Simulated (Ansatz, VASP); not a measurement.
Given: the input of a run of VASP 6.6.1 on Sn.

The input INCAR:

```
PREC = Accurate ; ENCUT = 520
EDIFF = 1E-6 ; ISMEAR = -1
SIGMA = 0.05 ; LREAL = False
LASPH = True ; NELM = 60
ALGO = Fast ; ISIF = 2
LWAVE = False ; LCHARG = False
GGA = PE ; NBANDS = 21
```

Contents of KPOINTS:

```
regular mesh
0
Gamma
  7 7 7
```

File POSCAR:

```
Sn
1.0
    0.0000000000      3.1673376916      3.1673376916
    3.1673376916      0.0000000000      3.1673376916
    3.1673376916      3.1673376916      0.0000000000
Sn
2
Direct
    0.7500000000      0.7500000000      0.7500000000
    0.5000000000      0.5000000000      0.5000000000
```

Potentials or basis: VASP PAW PBE potentials, release 64 (Sn_d).

Launch:

```console
$ cat potpaw_PBE.64/Sn_d/POTCAR > POTCAR
$ mpirun -np 1 vasp_std > vasp.out
```

**Question.** Set up the same calculation for Ansatz 0.2.0. Potentials there: all-electron LAPW, scalar-relativistic.

**Answer.** As run (the cutoff follows the program's own potentials):

The input input.yaml:

```yaml
crystal:
  lattice:
    - [0.0, 3.1673376916, 3.1673376916]
    - [3.1673376916, 0.0, 3.1673376916]
    - [3.1673376916, 3.1673376916, 0.0]
  atoms:
    - { symbol: Sn, position: [0.75, 0.75, 0.75] }
    - { symbol: Sn, position: [0.5, 0.5, 0.5] }
kpoints:
  mp_grid: { grid: [7, 7, 7] }
scf:
  occupations: { method: fermi_dirac, width: 0.05 }
hamiltonian:
  xc: pbe
  pseudopotentials: { kind: all_electron, lapw: { basis_error: 0.0005 } }
output:
  forces: true
  stress: true
  eigenvalues: true
```

Potentials or basis: all-electron LAPW, scalar-relativistic.

Command:

```sh
$ ansatz run input.yaml --threads 1 --pin off --max-ram 2560MiB --backend cpu --events-out ev --progress --plain --runs-dir out
```

Both were run:

|  | VASP | Ansatz | Ansatz less VASP |
| --- | --- | --- | --- |
| gap on the k mesh at the Fermi level (eV) | none | none | - |
| pressure (GPa) | 7.6 | 7.6 | +0.05 |

A gap of «none» marks a metal or a gap that the smearing closes. Ansatz ran all-electron here, so the differences hold the error of VASP's frozen core and of both bases.
